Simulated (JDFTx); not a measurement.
# Ta (Im-3m) in JDFTx: reference runs

Aim: a first look at Ta with PBEsol, on the cell as given and on a disturbed one.

Program: JDFTx 1.7.0 (patched build). These are calculated values, not measurements. Logs are shortened: lines on timing, memory, paths and dates and some standing lists are left out, and cuts for length are marked. The log counts tension as positive stress, the text compression.

## (1) The crystal as given

It takes space group Im-3m (No. 229, cubic). Conventional cell: a = 3.303 Å, b = 3.303 Å, c = 3.303 Å, α = 90.00°, β = 90.00°, γ = 90.00°. Ta (site symmetry m-3m) is surrounded by 8 Ta at 2.86 Å.

## (2) Single point, PBEsol

File Ta.in:

```
lattice \
   -3.1204669551     3.1204669551     3.1204669551 \
    3.1204669551    -3.1204669551     3.1204669551 \
    3.1204669551     3.1204669551    -3.1204669551
coords-type Lattice
ion Ta     0.0000000000     0.0000000000     0.0000000000 1

ion-species pseudo/Ta.upf
elec-cutoff 29
elec-ex-corr gga-PBEsol
kpoint-folding 11 11 11
elec-smearing Fermi 0.0018374661
elec-n-bands 12
electronic-SCF nIterations 100 energyDiffThreshold 1e-09
electronic-minimize nIterations 30 energyDiffThreshold 1e-7
converge-empty-states yes
forces-output-coords Cartesian

dump-name run.$VAR
dump End Ecomponents EigStats BandEigs Kpoints Forces Stress
```

Potentials or basis: PseudoDojo-SR-PBEsol-0.4.1-standard with smoothed tails.

The run is started by

```console
$ jdftx -c 1 -i Ta.in -o Ta.out
```

What it wrote:

```text
*************** JDFTx 1.7.0 (patched build) ***************

[... 9 lines left out ...]
---------- Initializing the Grid ----------
R =
[     -3.12047      3.12047      3.12047  ]
[      3.12047     -3.12047      3.12047  ]
[      3.12047      3.12047     -3.12047  ]
unit cell volume = 121.54
G =
[ 4.28637e-17    1.00677    1.00677  ]
[    1.00677 4.28637e-17    1.00677  ]
[    1.00677    1.00677 4.28637e-17  ]
Minimum fftbox size, Smin = [  28  28  28  ]
Chosen fftbox size, S = [  28  28  28  ]

---------- Exchange Correlation functional ----------
Initalized PBEsol GGA exchange.
Initalized PBEsol GGA correlation.

---------- Setting up pseudopotentials ----------
Width of ionic core gaussian charges (only for fluid interactions / plotting) set to 0

Reading pseudopotential file 'pseudo/Ta.upf':
  'Ta' pseudopotential, 'PBESOL' functional
  Generated using ONCVPSP code by D. R. Hamann
  13 valence electrons, 4 orbitals, 8 projectors, 1001 radial grid points, with lMax = 3
    5S    l: 0   occupation:  2.0   eigenvalue: -2.683866
    5P    l: 1   occupation:  6.0   eigenvalue: -1.448529
    5D    l: 2   occupation:  3.0   eigenvalue: -0.133056
    6S    l: 0   occupation:  2.0   eigenvalue: -0.201047
  Core radius for overlap checks: 2.22 bohrs.

Initialized 1 species with 1 total atoms.

Folded 1 k-points by 11x11x11 to 1331 k-points.

---------- Setting up k-points, bands, fillings ----------
Reduced to 56 k-points under symmetry.
Computing the number of bands and number of electrons
Calculating initial fillings.
nElectrons:  13.000000   nBands: 12   nStates: 56

----- Setting up reduced wavefunction bases (one per k-point) -----
average nbasis = 905.820 , ideal nbasis = 906.588

---------- Setting up ewald sum ----------
Optimum gaussian width for ewald sums = 1.948352 bohr.
Real space sum over 2197 unit cells with max indices [  6  6  6  ]
Reciprocal space sum over 2197 terms with max indices [  6  6  6  ]

---------- Allocating electronic variables ----------
Initializing wave functions:  linear combination of atomic orbitals
Note: number of bands (12) exceeds available atomic orbitals (10)
Ta pseudo-atom occupations:   s ( 2 2 )  p ( 6 )  d ( 3 )
	FillingsUpdate:  mu: +0.684096028  nElectrons: 13.000000
LCAOMinimize: Iter:   0  F: -59.1057799216313882  |grad|_K:  3.017e-04  alpha:  1.000e+00
	FillingsUpdate:  mu: +0.685770911  nElectrons: 13.000000
LCAOMinimize: Iter:   1  F: -59.1060723000921442  |grad|_K:  3.144e-06  alpha:  7.917e-01  linmin:  4.191e-02  cgtest: -3.687e-01
	FillingsUpdate:  mu: +0.685768389  nElectrons: 13.000000
LCAOMinimize: Iter:   2  F: -59.1060723332200908  |grad|_K:  1.158e-06  alpha:  9.879e-01  linmin: -3.742e-04  cgtest:  3.881e-01
LCAOMinimize: Encountered beta<0, resetting CG.
	FillingsUpdate:  mu: +0.685761965  nElectrons: 13.000000
LCAOMinimize: Iter:   3  F: -59.1060723374739467  |grad|_K:  1.926e-08  alpha:  7.860e-01  linmin:  2.188e-03  cgtest: -2.370e-02
LCAOMinimize: Converged (|Delta F|<1.000000e-06 for 2 iters).

-------- Electronic minimization -----------
Will mix electronic density at each iteration.
	FillingsUpdate:  mu: +0.685761965  nElectrons: 13.000000
	FillingsUpdate:  mu: +0.675979591  nElectrons: 13.000000
SCF: Cycle:  0   F: -59.125462930035496   dF: -1.939e-02   |Residual|: 2.951e-02   |deigs|: 7.927e-02
	FillingsUpdate:  mu: +0.673435432  nElectrons: 13.000000
SCF: Cycle:  1   F: -59.126058487403633   dF: -5.956e-04   |Residual|: 1.306e-02   |deigs|: 6.661e-03
	FillingsUpdate:  mu: +0.671682821  nElectrons: 13.000000
SCF: Cycle:  2   F: -59.126161589470101   dF: -1.031e-04   |Residual|: 2.497e-03   |deigs|: 4.170e-03
	FillingsUpdate:  mu: +0.671814460  nElectrons: 13.000000
SCF: Cycle:  3   F: -59.126162155499770   dF: -5.660e-07   |Residual|: 4.911e-04   |deigs|: 5.039e-04
	FillingsUpdate:  mu: +0.671754948  nElectrons: 13.000000
SCF: Cycle:  4   F: -59.126162382646619   dF: -2.271e-07   |Residual|: 1.186e-04   |deigs|: 1.774e-04
	FillingsUpdate:  mu: +0.671739858  nElectrons: 13.000000
SCF: Cycle:  5   F: -59.126162391772006   dF: -9.125e-09   |Residual|: 8.187e-05   |deigs|: 7.560e-05
	FillingsUpdate:  mu: +0.671748120  nElectrons: 13.000000
SCF: Cycle:  6   F: -59.126162396752029   dF: -4.980e-09   |Residual|: 7.767e-06   |deigs|: 5.947e-05
	FillingsUpdate:  mu: +0.671748686  nElectrons: 13.000000
SCF: Cycle:  7   F: -59.126162396918232   dF: -1.662e-10   |Residual|: 1.550e-05   |deigs|: 5.278e-05
	FillingsUpdate:  mu: +0.671747533  nElectrons: 13.000000
SCF: Cycle:  8   F: -59.126162397089892   dF: -1.717e-10   |Residual|: 1.878e-06   |deigs|: 5.168e-04
SCF: Converged (|Delta E|<1.000000e-09 for 2 iters).

Setting wave functions to eigenvectors of Hamiltonian
Converging empty states (this may take a while): |deigs|: 3.346e-04

# Stress tensor in Cartesian coordinates [Eh/a0^3]:
[  0.000143821            0            0  ]
[            0  0.000143821            0  ]
[            0            0  0.000143821  ]

# Ionic positions in lattice coordinates:
ion Ta   0.000000000000000   0.000000000000000   0.000000000000000 1

# Forces in Cartesian coordinates:
force Ta  -0.000000000000000   0.000000000000000  -0.000000000000000 1

# Energy components:
   Eewald =      -49.2739117106956215
       EH =        7.3248369658736712
     Eloc =      -30.1256651943980422
      Enl =        4.5454569152093098
      Exc =      -14.7027214393901993
 Exc_core =        5.9556244263437588
       KE =       17.1505119365889840
-------------------------------------
     Etot =      -59.1258681004681392
       TS =        0.0002942966217544
-------------------------------------
        F =      -59.1261623970898924

IonicMinimize: Iter:   0  F: -59.126162397089892  |grad|_K:  0.000e+00
IonicMinimize: Converged (|grad|_K<1.000000e-04).

#--- Lowdin population analysis ---
# oxidation-state Ta +0.076

Dumping 'run.eigStats' ...
	eMin: -1.794198 at state 0 ( [ +0.000000 +0.000000 +0.000000 ] spin 0 )
	HOMO: +0.669131 at state 2 ( [ +0.000000 +0.000000 +0.181818 ] spin 0 )
	mu  : +0.671747
	LUMO: +0.673324 at state 23 ( [ +0.090909 +0.181818 +0.363636 ] spin 0 )
	eMax: +1.358436 at state 40 ( [ +0.181818 +0.272727 -0.272727 ] spin 0 )
	HOMO-LUMO gap: +0.004193
	Optical gap  : +0.012560 at state 2 ( [ +0.000000 +0.000000 +0.181818 ] spin 0 )
Done!
[note: the HOMO, LUMO and gaps printed at the end count levels as full or empty at half filling, so they show a gap where a level is partly filled]
```

It took 21 s on 1 thread of Intel Xeon Platinum 8259CL at 2.50GHz (Skylake/Cascade Lake), shared host; peak memory 0.07 GiB.

Results:

```
Free energy            : -1608.9048 eV
Pressure               : -4.2 GPa
Band gap on the k mesh : none (metal or under the smearing width)
```

Spin-orbit coupling is left out, which matters for the levels of Ta.

## (3) Single point, PBEsol (cell strained at random at fixed volume)

Changes to Ta.in since step 2:

```diff
@@ -1,7 +1,7 @@
 lattice \
-   -3.1204669551     3.1204669551     3.1204669551 \
-    3.1204669551    -3.1204669551     3.1204669551 \
-    3.1204669551     3.1204669551    -3.1204669551
+   -3.0627433809     3.2083789041     3.0659596947 \
+    3.1268315527    -3.0730159321     3.0762322459 \
+    3.0788173913     3.1706372940    -3.0250017707
 coords-type Lattice
-ion Ta     0.0000000000     0.0000000000     0.0000000000 1
+ion Ta     0.0019110000    -0.0235750000    -0.0041030000 1
```

Potentials or basis: PseudoDojo-SR-PBEsol-0.4.1-standard with smoothed tails.

The run is started by

```console
$ jdftx -c 1 -i Ta.in -o Ta.out
```

What it wrote:

```text
*************** JDFTx 1.7.0 (patched build) ***************

Input parsed successfully to the following command list (including defaults):
[... the input with its defaults ...]

---------- Setting up symmetries ----------

Found 2 point-group symmetries of the bravais lattice
Found 2 space-group symmetries with basis
Applied RMS atom displacement 0 bohrs to make symmetries exact.

---------- Initializing the Grid ----------
R =
[     -3.06274      3.20838      3.06596  ]
[      3.12683     -3.07302      3.07623  ]
[      3.07882      3.17064       -3.025  ]
unit cell volume = 121.54
G =
[ -0.0236634    1.00428   0.997301  ]
[   0.978606 -0.00903271    0.98267  ]
[    1.00164    1.01268 -0.0320622  ]
Minimum fftbox size, Smin = [  28  28  28  ]
Chosen fftbox size, S = [  28  28  28  ]

---------- Exchange Correlation functional ----------
Initalized PBEsol GGA exchange.
Initalized PBEsol GGA correlation.

---------- Setting up pseudopotentials ----------
[... 63 lines left out ...]
	FillingsUpdate:  mu: +0.671521898  nElectrons: 13.000000
SCF: Cycle:  8   F: -59.125685354946938   dF: -1.161e-10   |Residual|: 1.831e-06   |deigs|: 6.341e-05
SCF: Converged (|Delta E|<1.000000e-09 for 2 iters).

Setting wave functions to eigenvectors of Hamiltonian
Converging empty states (this may take a while): |deigs|: 4.492e-04

# Stress tensor in Cartesian coordinates [Eh/a0^3]:
[  0.000149279  8.25428e-06   0.00013921  ]
[  8.25428e-06  0.000107341  4.88261e-05  ]
[   0.00013921  4.88261e-05  0.000133999  ]

# Ionic positions in lattice coordinates:
ion Ta   0.001911000000000  -0.023575000000000  -0.004103000000000 1

# Forces in Cartesian coordinates:
force Ta   0.000000000000000   0.000000000000000   0.000000000000000 1

# Energy components:
   Eewald =      -49.2611936493019726
       EH =        7.3372463694164933
     Eloc =      -30.1531240658190356
      Enl =        4.5455379807741192
      Exc =      -14.7036069524676520
 Exc_core =        5.9556244873862205
       KE =       17.1542202517915143
-------------------------------------
     Etot =      -59.1252955782203315
       TS =        0.0003897767266059
-------------------------------------
        F =      -59.1256853549469383

IonicMinimize: Iter:   0  F: -59.125685354946938  |grad|_K:  0.000e+00
IonicMinimize: Converged (|grad|_K<1.000000e-04).

#--- Lowdin population analysis ---
# oxidation-state Ta +0.076

Dumping 'run.eigStats' ...
	eMin: -1.794172 at state 0 ( [ +0.000000 +0.000000 +0.000000 ] spin 0 )
	HOMO: +0.671217 at state 280 ( [ +0.181818 -0.272727 -0.090909 ] spin 0 )
	mu  : +0.671522
	LUMO: +0.671593 at state 7 ( [ +0.000000 +0.090909 +0.090909 ] spin 0 )
	eMax: +1.361777 at state 410 ( [ +0.272727 -0.181818 -0.272727 ] spin 0 )
	HOMO-LUMO gap: +0.000377
	Optical gap  : +0.008408 at state 72 ( [ +0.090909 +0.090909 +0.000000 ] spin 0 )
Done!
```

Run time: 4.2 min. Hardware: 1 thread of Intel Xeon Platinum 8259CL at 2.50GHz (Skylake/Cascade Lake), shared host; peak memory 0.45 GiB.

Results:

```
Free energy            : -1608.8919 eV
Pressure               : -3.8 GPa
Band gap on the k mesh : none (metal or under the smearing width)
```

Levels at points of the mesh, in eV from the Fermi level:
```
           k point  band 4  band 5  band 6  band 7  band 8  band 9
(0.00, 0.00, 0.00)  -32.92   -7.90    0.36    0.60    1.17    4.00
```

Spin-orbit coupling is left out, which matters for the levels of Ta.
